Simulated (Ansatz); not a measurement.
# Nb: LAPW beside PAW

The same cell of Nb is computed with all-electron LAPW, PAW on the default files and datasets made for this crystal, to set the results side by side.

This is Nb in the fcc structure; at room conditions it is bcc.

Computed with Ansatz 0.2.0 (DFT PBE, scalar-relativistic, unless a step's input says otherwise).

## 1. The starting structure

It takes space group Fm-3m (No. 225, cubic). The conventional cell has a = 4.230 Å, b = 4.230 Å, c = 4.230 Å, α = 90.00°, β = 90.00°, γ = 90.00°. Nb (site symmetry m-3m) is surrounded by 12 Nb at 2.99 Å.

As a file:

```
Nb
1.0
     0.00000    2.11500    2.11500
     2.11500    0.00000    2.11500
     2.11500    2.11500    0.00000
Nb
1
Direct
  0.00000 0.00000 0.00000
```

Structure: COD 1534903, as refined from experiment and not relaxed.

## 2. All-electron LAPW

File input.yaml:

```yaml
crystal:
  lattice:
    - [0.0, 2.115, 2.115]
    - [2.115, 0.0, 2.115]
    - [2.115, 2.115, 0.0]
  atoms:
    - { symbol: Nb, position: [0.0, 0.0, 0.0] }
kpoints:
  mp_grid: { grid: [13, 13, 13] }
  band_path:
    path:
      - [0.0, 0.0, 0.0]
      - [0.5, 0.0, 0.5]
      - [0.625, 0.25, 0.625]
      - [0.375, 0.375, 0.75]
      - [0.0, 0.0, 0.0]
      - [0.5, 0.5, 0.5]
      - [0.5, 0.25, 0.75]
      - [0.5, 0.0, 0.5]
    npoints: 14
scf:
  occupations: { method: fermi_dirac, width: 0.08 }
hamiltonian:
  xc: pbe
  pseudopotentials: { kind: all_electron, lapw: { basis_error: 0.00025 } }
output:
  forces: true
  stress: true
  eigenvalues: true
  populations: true
  dos: { projected: true, de: 0.2, e_range: [-14, 8] }
```

The run is started by

```console
$ ansatz run input.yaml --threads 1 --pin off --max-ram 3072MiB --backend cpu --events-out ev --progress --plain --runs-dir out
```

Standard output:

```text
Nb: projections on atomic orbitals take those of the free atom 1s2 2s2 2p6 3s2 3p6 3d10 4s2 4p6 4d4 5s1, of charge +0.00 (hamiltonian.pseudopotentials.projection_atoms)
LAPW: plane waves up to 7.793 Å⁻¹, error target 2.5e-4 eV per atom; small_component_spin mean_spin; Nb in spheres of 1.496 Å, 29 of its electrons in bands, Dirac shells []
Engine: ansatz 0.2.0
Pseudopotentials: kind: all_electron
Pseudopotential: Nb, LAPW, valence charge 29, Koelling and Harmon's equation, gaussian nucleus
Functional definition: PBE
  parameter kappa = 0.804
  parameter beta = 0.06672455060314922
  exchange = pbe_x(kappa = kappa, mu = beta*pi^2/3)
  correlation = pbe_c(beta = beta)
Crystal: 1 atoms, lattice volume = 18.922 Å³
Basis set: ecut = 231.40575246875883 eV, 169 PW (Γ), exchange–correlation at level 2
Bands: 19, of which v1, the nominal top of the filled ones, is band 15 counted from 1 (14 counted from 0)
Symmetry: 48 space group operations
Space group: Fm-3m (ITA 225), of the structure as read, at distance tolerance 2.7e-5 Å
k-points: 84 of 2197
Non-local potential: Nb, projectors of the file, none
Initial density: superposition of atomic densities (chi_scale 0.1, normalization cell)
Initial wavefunctions: plane waves of lowest kinetic energy (no species holds an atomic orbital)
Functional: x = pbe(κ = 0.804, μ = 0.2195149727645171), c = pbe(β = 0.06672455060314922)
iter 1 solved again at ethr=6.13e-4 eV; its pass at ethr=1.00e-1 eV (dr2=1.78e-1 eV) is discarded
SCF iter   1: F=—  HF=-103945.900177 eV  |F-HF|=—  |Δ(HF+E_count)|=         —  Δρ=3.87e-2  dr2=1.79e-1  ethr=6.13e-4  ⟨swp⟩=2.6  Hψ=9849  notcnv=0
preconditioner: auto → none  [metal: Δε(μ)=0.091 eV  Ē_g=7.389 eV  σ=0.080 eV  W_gap=0.27  n_scr=8 (ndim 8)  ℏωp=19.1 eV  f_vac=0.000  D(μ)=1.34/eV (n_scr^D=14)  sad-step TF]
SCF iter   2: F=—  HF=-103945.428181 eV  |F-HF|=—  |Δ(HF+E_count)|=   4.72e-1  Δρ=1.75e-2  dr2=4.37e-2  ethr=6.13e-4  ⟨swp⟩=2.1  Hψ=4786  notcnv=0
SCF iter   3: F=—  HF=-103945.410212 eV  |F-HF|=—  |Δ(HF+E_count)|=         —  Δρ=6.37e-3  dr2=6.21e-3  ethr=1.51e-4  ⟨swp⟩=2.0  Hψ=4568  notcnv=0
the basis was enlarged: its passes take 801.8 KiB over the memory plan, 1 of 1 planned eigensolver slots
iter 4 solved again at ethr=2.40e-7 eV; its pass at ethr=2.14e-5 eV (dr2=6.96e-5 eV) is discarded
SCF iter   4: F=—  HF=-103945.410120 eV  |F-HF|=—  |Δ(HF+E_count)|=   9.20e-5  Δρ=6.45e-4  dr2=6.94e-5  ethr=2.40e-7  ⟨swp⟩=2.0  Hψ=7834  notcnv=0
SCF iter   5: F=—  HF=-103945.410109 eV  |F-HF|=—  |Δ(HF+E_count)|=   1.15e-5  Δρ=4.68e-5  dr2=3.49e-7  ethr=2.39e-7  ⟨swp⟩=2.0  Hψ=4631  notcnv=0
SCF iter   6: F=-103945.410109 eV  HF=-103945.410109 eV  |F-HF|=7.86e-10  |Δ(HF+E_count)|=   1.92e-7  Δρ=1.54e-6  dr2=2.55e-10  ethr=1.20e-9  ⟨swp⟩=3.0  Hψ=4770  notcnv=0
SCF 1 converged in 6 iterations: F = -103945.410109 eV  dr2 = 2.55e-10
NSCF: frozen V_eff on 99 k-points
SCF converged after 6 iterations
Free energy (F): -103945.410109 eV
Harris-Foulkes:  -103945.410109 eV  (|F-HF|=7.86e-10)
Internal energy: -103945.377067 eV  (E = F + TS)
E sigma→0 (E₀):  -103945.393588 eV
Entropy (-TS):   -0.033042 eV (-33.042 meV/atom)
Fermi energy:    19.170638 eV
--- Per-component energies (eV) ---
  E_band       = -3730.189592
  E_kinetic    = 107539.934747
  E_xc         = -3239.420448
  E_electrostatic = -208245.891366  (all electrons and nuclei)
  E_smearing   = -0.033042  (= −TS)
  E_closure    = 0.000000  (closes the sum)
  E_atoms      = -103935.548123  (free atoms, spherical and without spin; not in F)
  Σ components = -103945.410109   (vs F -103945.410109, Δ=0.00e0)
  Basis errors (estimates in eV, not in F): energy 4.8e-5 per atom: plane waves 3.8e-5 (2.0e-5 summed), levels above the bands 1.2e-61, relativity 1.2e-8, radial functions 9.5e-6, core shells 3.0e-8; eigenvalues (radial functions only) 2.0e-7; not estimated: angular momenta, meshes, grids; target (lapw.basis_error) 2.5e-4; muffin-tin radii Nb 1.496 Å
--- Forces (eV/Å), atoms counted from 1 ---
  atom   1  Nb    -0.00000000    -0.00000000    -0.00000000
  max |Σ_I F_I| component: 4.11e-31 eV/Å
--- Stress (GPa, compression-positive) ---
       -1.109250      -0.000000      -0.000000
       -0.000000      -1.109250      -0.000000
       -0.000000      -0.000000      -1.109250
  P = ⅓ Tr σ = -1.1093 GPa (-11.093 kbar)
--- Band table (eV; the first three rows and the last of 84) ---
  k-point 0: bands = ["-323.7872", "-323.7872", "-323.7872", "-173.3778", "-173.3778", "-173.3636", "-173.3636", "-173.3636", "-35.5899", "-11.0069", "-11.0069", "-11.0069", "13.0139", "19.2899", "19.2899", "19.2899", "21.8554", "21.8554", "30.9324"]
  k-point 1: bands = ["-323.7872", "-323.7872", "-323.7872", "-173.3778", "-173.3778", "-173.3636", "-173.3636", "-173.3636", "-35.5793", "-11.0776", "-11.0157", "-11.0157", "13.2307", "19.1233", "19.3887", "19.3887", "21.7691", "21.7691", "31.3639"]
  k-point 2: bands = ["-323.7872", "-323.7872", "-323.7872", "-173.3778", "-173.3778", "-173.3636", "-173.3636", "-173.3636", "-35.5499", "-11.2703", "-11.0399", "-11.0399", "13.8276", "18.7546", "19.6035", "19.6035", "21.6389", "21.6389", "32.3162"]
  k-point 83: bands = ["-323.7872", "-323.7872", "-323.7872", "-173.3778", "-173.3778", "-173.3636", "-173.3636", "-173.3636", "-35.3422", "-11.8120", "-11.7148", "-11.4216", "16.5931", "17.7843", "18.3248", "21.1426", "24.1810", "28.3472", "29.6377"]
--- Löwdin populations: 1 site ---
  site symbol       q [e]
     0     Nb     40.9502
  spilling = 0.001215 (of n_electrons = 41.000000)
```

Wall time 6.3 s (1 thread of Intel Xeon 6975P-C (Granite Rapids), shared host); peak memory 0.32 GiB.

In short: pressure -1.11 GPa; no gap.

Levels at the path's labelled points, in eV from the Fermi level:

| point | band 11 | band 12 | band 13 | band 14 | band 15 | band 16 | band 17 |
| --- | --- | --- | --- | --- | --- | --- | --- |
| Γ | -30.18 | -30.18 | -6.16 | 0.12 | 0.12 | 0.12 | 2.68 |
| X | -30.59 | -30.59 | -3.99 | -3.27 | 3.56 | 4.60 | 5.17 |
| U | -30.85 | -30.50 | -3.04 | -2.18 | 0.57 | 2.76 | 4.31 |
| K | -30.85 | -30.50 | -3.04 | -2.18 | 0.57 | 2.76 | 4.31 |
| Γ | -30.18 | -30.18 | -6.16 | 0.12 | 0.12 | 0.12 | 2.68 |
| L | -30.33 | -30.33 | -3.78 | -0.06 | -0.06 | 1.36 | 4.62 |
| W | -30.93 | -30.61 | -2.60 | -1.09 | -1.09 | 1.88 | 5.18 |
| X | -30.59 | -30.59 | -3.99 | -3.27 | 3.56 | 4.60 | 5.17 |

States per cell in windows of 1 eV (zero at the Fermi level; grid of 0.20 eV, so sharp peaks spill over the borders):

```
from  to  total  Nb 4d  Nb 5s
  -7  -6   0.00   0.00   0.00
  -6  -5   0.05   0.00   0.05
  -5  -4   0.14   0.02   0.11
  -4  -3   0.81   0.55   0.23
  -3  -2   1.36   1.22   0.12
  -2  -1   1.08   1.02   0.03
  -1   0   1.38   1.23   0.10
   0   1   1.49   1.33   0.10
   1   2   1.00   0.92   0.04
   2   3   1.03   0.96   0.04
   3   4   0.89   0.83   0.04
   4   5   1.29   1.22   0.05
```

## 3. PAW on the default files

Edit input.yaml of step 2 so:

```diff
@@ -24,3 +24,3 @@
   xc: pbe
-  pseudopotentials: { kind: all_electron, lapw: { basis_error: 0.00025 } }
+  pseudopotentials: { kind: paw }
 output:
@@ -29,3 +29,9 @@
   eigenvalues: true
+  efg: { contact_densities: true }
   populations: true
+  bader: true
   dos: { projected: true, de: 0.2, e_range: [-14, 8] }
+  write_density: true
+  write_potential: true
+  elf: true
+  volumetric_format: npy
```

The run is started by

```console
$ ansatz run input.yaml --threads 1 --pin off --max-ram 3072MiB --backend cpu --events-out ev --progress --plain --runs-dir out
```

Standard output, cut to the lines that bear on the results:

```text
Nb: output.efg is read without spin–orbit coupling, which moves field gradients at and beside such atoms by some per cent and up to a factor of two; PAW files take it under magnetization.noncollinear and magnetization.spin_orbit
[...]
Pseudopotentials: kind: paw
Pseudopotential: Nb, paw, valence charge 13, recommended cutoff 420 eV (normal)
[... 1 set-up line as earlier in the session ...]
[...]
Crystal: 1 atoms, lattice volume = 18.922 Å³
Basis set: ecut = 420 eV, 339 PW (Γ), exchange–correlation on 40×40×40 points (8 copies of the dense FFT grid, shifted against one another)
Bands: 11, of which v1, the nominal top of the filled ones, is band 7 counted from 1 (6 counted from 0)
[... 2 set-up lines as earlier in the session ...]
k-points: 84 of 2197
[...]
  atom   1  Nb    -0.00000000    -0.00000000     0.00000000
[...]
--- Stress (GPa, compression-positive) ---
       -1.097538      -0.000000       0.000000
       -0.000000      -1.097538       0.000000
        0.000000       0.000000      -1.097538
  P = ⅓ Tr σ = -1.0975 GPa (-10.975 kbar)
--- PAW observables at the nuclei: V_zz in 10²¹ V/m², potentials from the cell's mean, atoms counted from 1 ---
  atom   1  Nb V_zz =    -0.000000   η = 0.0000   by run symmetry: forbidden
            electrostatic potential = -6143.772154 V   contact ρ = 540927.524167 e/Å³
--- Band table (eV; the first three rows and the last of 84) ---
  k-point 0: bands = ["-37.6392", "-13.0568", "-13.0568", "-13.0568", "10.9647", "17.2399", "17.2399", "17.2399", "19.8052", "19.8052", "28.8851"]
[...]
--- Löwdin populations: 1 site ---
  site symbol       q [e]
     0     Nb     12.9435
  spilling = 0.004348 (of n_electrons = 13.000000)
--- Bader charges: 1 site ---
  site symbol  charge [e]  shift [e]
     0     Nb      0.0000     0.0000
  estimated error of the sums over rays = 8.0e-7 e
```

It took 3.1 s on 1 thread of Intel Xeon 6975P-C (Granite Rapids), shared host; peak memory 0.38 GiB.

In short: pressure -1.10 GPa; no gap.

The fields are shown in the conventional cell of this run's space group, carried over from its grid by interpolation.

Density in a lattice plane of the grid's cell (edges 4.23 and 4.23 Å, at 0.000 of the third edge), which holds Nb.

Values in e/Å³, 12 rows by 12 columns:
```
5.04 4.30 1.70 0.40 0.20 0.18 0.17 0.18 0.20 0.40 1.70 4.30
2.36 1.70 0.68 0.29 0.22 0.20 0.20 0.20 0.22 0.29 0.68 1.70
0.49 0.40 0.29 0.25 0.29 0.40 0.49 0.40 0.29 0.25 0.29 0.40
0.20 0.20 0.22 0.29 0.68 1.70 2.36 1.70 0.68 0.29 0.22 0.20
0.17 0.18 0.20 0.40 1.70 4.30 5.04 4.30 1.70 0.40 0.20 0.18
0.17 0.17 0.20 0.49 2.36 5.04 4.30 5.04 2.36 0.49 0.20 0.17
0.17 0.18 0.20 0.40 1.70 4.30 5.04 4.30 1.70 0.40 0.20 0.18
0.20 0.20 0.22 0.29 0.68 1.70 2.36 1.70 0.68 0.29 0.22 0.20
0.49 0.40 0.29 0.25 0.29 0.40 0.49 0.40 0.29 0.25 0.29 0.40
2.36 1.70 0.68 0.29 0.22 0.20 0.20 0.20 0.22 0.29 0.68 1.70
5.04 4.30 1.70 0.40 0.20 0.18 0.17 0.18 0.20 0.40 1.70 4.30
4.30 5.04 2.36 0.49 0.20 0.17 0.17 0.17 0.20 0.49 2.36 5.04
```
Columns run along the first of these edges and rows up along the second, over one cell in 12 and 12 even steps from the bottom left corner. Atoms in the plane (fractional): Nb at (0.00, 0.00), Nb at (0.50, 0.50).

ELF in the same plane.

Values, 12 rows by 12 columns:
```
0.59 0.74 0.59 0.19 0.28 0.46 0.49 0.46 0.28 0.19 0.59 0.75
0.66 0.59 0.31 0.20 0.29 0.28 0.24 0.28 0.29 0.20 0.32 0.59
0.21 0.19 0.20 0.24 0.20 0.19 0.21 0.19 0.20 0.24 0.20 0.19
0.24 0.28 0.29 0.20 0.31 0.59 0.66 0.59 0.32 0.20 0.29 0.28
0.49 0.46 0.28 0.19 0.59 0.74 0.59 0.75 0.59 0.19 0.28 0.46
0.56 0.49 0.24 0.21 0.66 0.59 0.06 0.59 0.66 0.21 0.24 0.49
0.49 0.46 0.28 0.19 0.59 0.75 0.59 0.74 0.59 0.19 0.28 0.46
0.24 0.28 0.29 0.20 0.32 0.59 0.66 0.59 0.31 0.20 0.29 0.28
0.21 0.19 0.20 0.24 0.20 0.19 0.21 0.19 0.20 0.24 0.20 0.19
0.66 0.59 0.32 0.20 0.29 0.28 0.24 0.28 0.29 0.20 0.31 0.59
0.59 0.75 0.59 0.19 0.28 0.46 0.49 0.46 0.28 0.19 0.59 0.74
0.06 0.59 0.66 0.21 0.24 0.49 0.56 0.49 0.24 0.21 0.66 0.59
```
Columns run along the first of these edges and rows up along the second, over one cell in 12 and 12 even steps from the bottom left corner. Atoms in the plane (fractional): Nb at (0.00, 0.00), Nb at (0.50, 0.50).

Both are smooth fields of the valence electrons: close to the nuclei they are not physical.

Outside the cores ELF peaks at 0.61 between the atoms, 1.8 Å from Nb.

## 4. Datasets made for this crystal

Edit input.yaml of step 3 so:

```diff
@@ -19,3 +19,3 @@
       - [0.5, 0.0, 0.5]
-    npoints: 14
+    npoints: 8
 scf:
@@ -24,3 +24,3 @@
   xc: pbe
-  pseudopotentials: { kind: paw }
+  pseudopotentials: { kind: all_electron, datasets: crystal }
 output:
@@ -30,8 +30 @@
   efg: { contact_densities: true }
-  populations: true
-  bader: true
-  dos: { projected: true, de: 0.2, e_range: [-14, 8] }
-  write_density: true
-  write_potential: true
-  elf: true
-  volumetric_format: npy
```

The run is started by

```console
$ ansatz run input.yaml --threads 1 --pin off --max-ram 3072MiB --backend cpu --events-out ev --progress --plain --runs-dir out
```

Standard output, cut to the lines that bear on the results:

```text
[...]
Nb: output.efg is read without spin–orbit coupling, which moves field gradients at and beside such atoms by some per cent and up to a factor of two; PAW files take it under magnetization.noncollinear and magnetization.spin_orbit
[...]
[... 1 set-up line as earlier in the session ...]
Pseudopotential: Nb, paw, valence charge 13, recommended cutoff 240 eV (normal), Koelling and Harmon's equation, gaussian nucleus
[... 1 set-up line as earlier in the session ...]
[...]
Crystal: 1 atoms, lattice volume = 18.922 Å³
Basis set: ecut = 240 eV, 169 PW (Γ), exchange–correlation on 32×32×32 points (8 copies of the dense FFT grid, shifted against one another)
Bands: 11, of which v1, the nominal top of the filled ones, is band 7 counted from 1 (6 counted from 0)
[... 2 set-up lines as earlier in the session ...]
k-points: 84 of 2197
[...]
In the spheres:  the bands' charges fall short by 5.1e-7 e at most (sound up to 1e-3)
Fermi energy:    19.170694 eV
[...]
  The terms above E_closure are by the made datasets' own strengths, without shells solved beside the bands.
--- Forces (eV/Å), atoms counted from 1 ---
  atom   1  Nb     0.00000000    -0.00000000    -0.00000000
[...]
--- Stress (GPa, compression-positive) ---
       -1.106347      -0.000000       0.000000
        0.000000      -1.106347       0.000000
       -0.000000      -0.000000      -1.106347
  P = ⅓ Tr σ = -1.1063 GPa (-11.063 kbar)
--- PAW observables at the nuclei: V_zz in 10²¹ V/m², potentials from the cell's mean, atoms counted from 1 ---
  atom   1  Nb V_zz =    -0.000000   η = 0.0000   by run symmetry: forbidden
            electrostatic potential = -6143.847678 V   contact ρ = 540987.571381 e/Å³
--- Band table (eV; the first three rows and the last of 84) ---
  k-point 0: bands = ["-35.5898", "-11.0068", "-11.0068", "-11.0068", "13.0139", "19.2900", "19.2900", "19.2900", "21.8554"]
[...]
```

Wall time 3 s (1 thread of Intel Xeon 6975P-C (Granite Rapids), shared host); peak memory 0.33 GiB.

This run gives: pressure -1.11 GPa; no gap.

| atom | contact density (e/Å³) |
| --- | --- |
| Nb | 540987.6 |

## 5. The methods compared

| method | pressure (GPa) | SCF cycles, all passes |
| --- | --- | --- |
| LAPW | -1.11 | 6 |
| PAW | -1.10 | 6 |
| crystal datasets | -1.11 | 7 |

## 6. Outcome

| quantity | value |
| --- | --- |
| pressure | LAPW -1.11, PAW -1.10, crystal datasets -1.11 GPa |
| gap (LAPW) | none |
| highest ELF (PAW) | 0.61, 1.78 Å from Nb |

In words: At this geometry the cell is under tension of 1.1 GPa, so it would shrink if let go. The count of 29 electrons in bands leaves a band partly filled, so there is no gap. Within 0.3 eV of the Fermi level the largest projected share is Nb 4d (91 %). The projection holds only the free atom's occupied shells (Nb 5s, Nb 4d in this range). In pressure, PAW differs from LAPW by +0.01 GPa. LAPW took about 2 times as long as PAW (6.3 s against 3.1 s, on a shared host and with the outputs that each input asks for).
